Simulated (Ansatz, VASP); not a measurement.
# GaAs: VASP beside Ansatz

```
CELL_PARAMETERS angstrom
0.00000 3.22160 2.59129
2.59129 0.00000 2.59129
2.59129 3.22160 0.00000
ATOMIC_POSITIONS crystal
Ga 0.00000 0.00000 0.00000
As 0.75000 0.75000 0.75000
```

Change from the starting cell: strain +e along x and -e along y +0.0000, strain +e along z and -e/2 along x and y +0.1500.

Alike in both runs: task single point; functional LDA; k mesh 10 × 10 × 10; occupations gaussian, width 0.05 eV; no spin polarisation.

|  | VASP | Ansatz |
| --- | --- | --- |
| version | VASP 6.6.1 | Ansatz 0.2.0 |
| potentials or method | VASP PAW LDA potentials, release 64 (Ga_d, As) | scalar-relativistic, plane waves, PAW |
| plane-wave cutoff (eV) | 520 | 420 |
| valence electrons in the cell | 18 | 28 |

```csv
,VASP,Ansatz,Ansatz less VASP
gap on the k mesh at the Fermi level (eV),none,none,-
pressure (GPa),1.3,1.0,-0.33
largest component of the traceless stress (GPa),11.91,11.94,+0.037
```

A gap of «none» marks a metal or a gap that the smearing closes. The two sets of potentials don't hold the same shells in valence. Ansatz warned: «pseudo_functional_mismatch».
